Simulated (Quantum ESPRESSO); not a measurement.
This Quantum ESPRESSO 7.5 run on Pb needs a look.

File pw.in:

```
&CONTROL
  calculation = 'scf'
  prefix = 'pwscf'
  outdir = './tmp'
  pseudo_dir = './pseudo'
  tprnfor = .true.
  tstress = .true.
  disk_io = 'low'
/
&SYSTEM
  ibrav = 0
  nat = 1
  ntyp = 1
  ecutwfc = 90
  nbnd = 36
  input_dft = 'wc'
  occupations = 'smearing'
  smearing = 'fd'
  degauss = 0.00367493
  noncolin = .true.
  lspinorb = .true.
/
&ELECTRONS
  conv_thr = 2d-10
  electron_maxstep = 100
  mixing_beta = 0.5
/
ATOMIC_SPECIES
Pb   207.2000 Pb.upf
CELL_PARAMETERS angstrom
   0.0000000000    2.4750200000    2.4750200000
   2.4750200000    0.0000000000    2.4750200000
   2.4750200000    2.4750200000    0.0000000000
ATOMIC_POSITIONS crystal
Pb     0.0000000000    0.0000000000    0.0000000000
K_POINTS automatic
1 1 1 0 0 0
```

Potentials or basis: PseudoDojo 0.4 FR PBE stringent.

Run with:

```bash
$ OMP_NUM_THREADS=1 pw.x -in pw.in > pw.out
```

pw.out:

```text
This program is part of the open-source Quantum ESPRESSO suite
     for quantum simulation of materials; please cite
         "P. Giannozzi et al., J. Phys.:Condens. Matter 21 395502 (2009);
         "P. Giannozzi et al., J. Phys.:Condens. Matter 29 465901 (2017);
         "P. Giannozzi et al., J. Chem. Phys. 152 154105 (2020);
     in publications or presentations arising from this work. More details at

     IMPORTANT: XC functional enforced from input :
     Exchange-correlation= WC
                           (   1   4  11   4   0   0   0)
     Any further DFT definition will be discarded
     Please, verify this is what you really want

     Message from routine setup:
     using ibrav=0 with symmetry is DISCOURAGED, use correct ibrav instead

     G-vector sticks info
     --------------------
     sticks:   dense  smooth     PW     G-vecs:    dense   smooth      PW
     Sum        1069    1069    265                23505    23505    2891

     Using Slab Decomposition
[... 78 lines left out ...]

     total energy              =    -419.31659069 Ry
     estimated scf accuracy    <       0.01608074 Ry
[... 50 lines left out ...]
     iteration #  9     ecut=    90.00 Ry     beta= 0.50
     Davidson diagonalization with overlap
     ethr =  3.36E-12,  avg # of iterations =  2.0

     End of self-consistent calculation

[... 8 lines left out ...]
     the Fermi energy is    20.3417 ev

!    total energy              =    -419.31815438 Ry
     estimated scf accuracy    <          3.8E-12 Ry
     smearing contrib. (-TS)   =      -0.00000000 Ry
     internal energy E=F+TS    =    -419.31815438 Ry

     The total energy is F=E-TS. E is the sum of the following terms:
     one-electron contribution =    -227.59305072 Ry
     hartree contribution      =     113.41155836 Ry
     xc contribution           =     -67.90969214 Ry
     ewald contribution        =    -237.22696988 Ry

     convergence has been achieved in   9 iterations

     Forces acting on atoms (cartesian axes, Ry/au):

     atom    1 type  1   force =     0.00000000    0.00000000    0.00000000

     Total force =     0.000000     Total SCF correction =     0.000000

     Computing stress (Cartesian axis) and pressure

          total   stress  (Ry/bohr**3)                   (kbar)     P=      346.72
   0.00235698  -0.00000000  -0.00000000          346.72       -0.00       -0.00
  -0.00000000   0.00235698  -0.00000000           -0.00      346.72       -0.00
  -0.00000000  -0.00000000   0.00235698           -0.00       -0.00      346.72

=------------------------------------------------------------------------------=
   JOB DONE.
=------------------------------------------------------------------------------=
```

Q: What happened, and what is wrong with the input?

A: Self-consistency was reached. The input holds a flaw that was put in on purpose: one k point for a small cell (k = 1 × 1 × 1). The program doesn't stop on it, so the numbers can't be trusted though the run ends normally.
